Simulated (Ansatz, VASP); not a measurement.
## One calculation of MgS, two programs

File POSCAR:

```
MgS
1.0
    0.0000000000      2.8589050527      2.8589050527
    2.8589050527      0.0000000000      2.8589050527
    2.8589050527      2.8589050527      0.0000000000
Mg S
1 1
Direct
    0.0000000000      0.0000000000      0.0000000000
    0.7500000000      0.7500000000      0.7500000000
```

File INCAR.step1:

```
SYSTEM = MgS
ALGO = Normal
EDIFF = 1E-4
ENCUT = 520
GGA = PE
ISMEAR = 0
LASPH = .TRUE.
LCHARG = .FALSE.
LREAL = .FALSE.
LWAVE = .TRUE.
NBANDS = 11
NELM = 60
PREC = Accurate
SIGMA = 0.01
```

File INCAR.step2:

```
SYSTEM = MgS
ALGO = Normal
EDIFF = 1E-6
ENCUT = 520
ISIF = 2
ISMEAR = 0
ISTART = 1
LASPH = .TRUE.
LCHARG = .FALSE.
LMIXTAU = .TRUE.
LREAL = .FALSE.
LWAVE = .FALSE.
METAGGA = R2SCAN
NBANDS = 11
NELM = 60
PREC = Accurate
SIGMA = 0.01
```

File KPOINTS:

```
k-points
0
G
  6 6 6
  0 0 0
```

Input for Ansatz:

```yaml
crystal:
  lattice:
    - [0.0, 2.8589050527, 2.8589050527]
    - [2.8589050527, 0.0, 2.8589050527]
    - [2.8589050527, 2.8589050527, 0.0]
  atoms:
    - { symbol: Mg, position: [0.0, 0.0, 0.0] }
    - { symbol: S, position: [0.75, 0.75, 0.75] }
kpoints:
  mp_grid: { grid: [6, 6, 6] }
hamiltonian:
  xc: r2scan
scf:
  occupations: { method: fixed }
  n_extra_bands: 4
output:
  forces: true
  stress: true
  eigenvalues: true
```

Alike in both runs: task single point; functional r2SCAN; k mesh 6 × 6 × 6; no spin polarisation.

```csv
,VASP,Ansatz
version,VASP 6.6.1,Ansatz 0.2.0
potentials or method,"VASP PAW PBE potentials, release 64 (Mg, S)","plane waves, PAW"
plane-wave cutoff (eV),520,500
occupations,"gaussian, width 0.01 eV",fixed
valence electrons in the cell,8,16
```

VASP gave:

```
gap on the k mesh at the Fermi level (eV) : 3.97
pressure (GPa)                            : -1.9
```

Q: Which values does Ansatz return?

A: gap on the k mesh at the Fermi level (eV): 3.99; pressure (GPa): -1.7.

The two sets of potentials don't hold the same shells in valence.

Caveats: the PAW data sets were made with another functional, which shifts forces and pressure a little (VASP). r2SCAN opens gaps a little over a GGA but as a rule still falls short of measured ones. A k mesh can miss the band edges.
